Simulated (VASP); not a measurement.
Output of a VASP run:

OSZICAR:
```
       N       E                     dE             d eps       ncg     rms          rms(c)
DAV:   1     0.591008825970E+03    0.59101E+03   -0.26858E+04  2024   0.442E+03
DAV:   2     0.558185650401E+02   -0.53519E+03   -0.51682E+03  1606   0.965E+02
DAV:   3    -0.387479387203E+02   -0.94567E+02   -0.93470E+02  1768   0.232E+02
DAV:   4    -0.436261781838E+02   -0.48782E+01   -0.48648E+01  1761   0.638E+01
DAV:   5    -0.437524718818E+02   -0.12629E+00   -0.12626E+00  1760   0.101E+01    0.144E+01
DAV:   6    -0.384473844232E+02    0.53051E+01   -0.19280E+01  2352   0.849E+01    0.458E+00
DAV:   7    -0.385054704679E+02   -0.58086E-01   -0.15348E+00  1726   0.762E+00    0.276E+00
DAV:   8    -0.384834467506E+02    0.22024E-01   -0.18692E-01  2187   0.567E+00    0.551E-01
DAV:   9    -0.384769329460E+02    0.65138E-02   -0.39627E-02  2370   0.310E+00    0.141E-01
DAV:  10    -0.384773276517E+02   -0.39471E-03   -0.25877E-03  1949   0.431E-01    0.621E-02
DAV:  11    -0.384773621238E+02   -0.34472E-04   -0.15051E-04  2054   0.213E-01    0.177E-02
DAV:  12    -0.384773626699E+02   -0.54610E-06   -0.12041E-05  2162   0.767E-02    0.401E-03
DAV:  13    -0.384773626828E+02   -0.12946E-07   -0.49533E-06  1786   0.176E-02
   1 F= -.38477363E+02 E0= -.38477363E+02  d E =-.384774E+02
       N       E                     dE             d eps       ncg     rms          rms(c)
DAV:   1    -0.384789357493E+02   -0.15731E-02   -0.68631E-02  2057   0.332E+00    0.269E-01
DAV:   2    -0.384778767496E+02    0.10590E-02   -0.29108E-03  2251   0.711E-01    0.131E-01
DAV:   3    -0.384775140201E+02    0.36273E-03   -0.78355E-04  2192   0.539E-01    0.365E-02
DAV:   4    -0.384774869239E+02    0.27096E-04   -0.21186E-04  2284   0.134E-01    0.212E-02
DAV:   5    -0.384774781955E+02    0.87284E-05   -0.35814E-05  1826   0.443E-02    0.753E-03
DAV:   6    -0.384774767195E+02    0.14760E-05   -0.30599E-06  1548   0.385E-02    0.116E-03
DAV:   7    -0.384774767495E+02   -0.29949E-07   -0.54663E-07  1073   0.141E-02
   2 F= -.38477477E+02 E0= -.38477477E+02  d E =-.114067E-03
```

OUTCAR:
```
------------------------ aborting loop because EDIFF is reached ----------------------------------------
  FORCE on cell =-STRESS in cart. coord.  units (eV):
  Direction    XX          YY          ZZ          XY          YZ          ZX
  --------------------------------------------------------------------------------------
  Total       -0.0546877     -0.0546877     -0.0976820      0.0000000      0.0000000      0.0000000
  in kB       -1.4964245     -1.4964245     -2.6728825      0.0000000      0.0000000      0.0000000
  external PRESSURE =      -1.8885772 kB  Pullay stress =       0.0000000 kB
  volume of cell :       58.55
      direct lattice vectors                 reciprocal lattice vectors
     4.486094507 -0.000000000  0.000000000     0.222911042  0.000000000  0.000000000
    -0.000000000  4.486094507  0.000000000     0.000000000  0.222911042  0.000000000
     0.000000000  0.000000000  2.909432733     0.000000000  0.000000000  0.343709613
 POSITION                                       TOTAL-FORCE (eV/Angst)
 -----------------------------------------------------------------------------------
     -0.00000      4.48609      0.00000         0.000000      0.000000      0.000000
      2.24305      2.24305      1.45472         0.000000      0.000000      0.000000
      1.37683      1.37683      2.90943         0.013632      0.013632     -0.000000
      3.61988      0.86621      1.45472         0.013632     -0.013632      0.000000
      0.86621      3.61988      1.45472        -0.013632      0.013632      0.000000
      3.10926      3.10926      0.00000        -0.013632     -0.013632      0.000000
 -----------------------------------------------------------------------------------
    total drift:                                0.000000      0.000000      0.000000
  FREE ENERGIE OF THE ION-ELECTRON SYSTEM (eV)
  ---------------------------------------------------
  free  energy   TOTEN  =       -38.4774767495 eV

  energy  without entropy=      -38.4774767495  energy(sigma->0) =      -38.47747675

 reached required accuracy - stopping structural energy minimisation
```
(Selected blocks of OUTCAR.)

### POSCAR
```
GeO2
1
    4.4815474804    -0.0000000000     0.0000000000
    0.0000000000     4.4815474804     0.0000000000
    0.0000000000     0.0000000000     2.9099472346
Ge O
2 4
Direct
  0.0000000000   1.0000000000   0.0000000000
  0.5000000000   0.5000000000   0.5000000000
  0.3071248337   0.3071248337   0.0000000000
  0.8071248337   0.1928751663   0.5000000000
  0.1928751663   0.8071248337   0.5000000000
  0.6928751663   0.6928751663   1.0000000000
```

Question: Reconstruct the remaining input files.

Answer: Several could match; the one computed here: the input of the run itself, PBE GGA, plane waves, VASP's PBE PAW potentials (set 64).

### INCAR
```
SYSTEM = GeO2
PREC = Accurate
ENCUT = 520
EDIFF = 1E-6
NELM = 100
ALGO = Normal
LREAL = .FALSE.
LASPH = .TRUE.
ISMEAR = 0
SIGMA = 0.05
GGA = PE
LMAXMIX = 4
LWAVE = .FALSE.
LCHARG = .FALSE.
IBRION = 2
ISIF = 3
NSW = 60
EDIFFG = -0.02
```

### KPOINTS
```
Automatic mesh
0
gamma
5 5 7
```

POTCAR, in this order: Ge_d O (PBE.64 set). Program: vasp_std.

The compound is GeO2 in the rutile structure. This run relaxes it. Symmetry was kept, so distortions that lower it aren't found. The start is the result of an earlier pass.
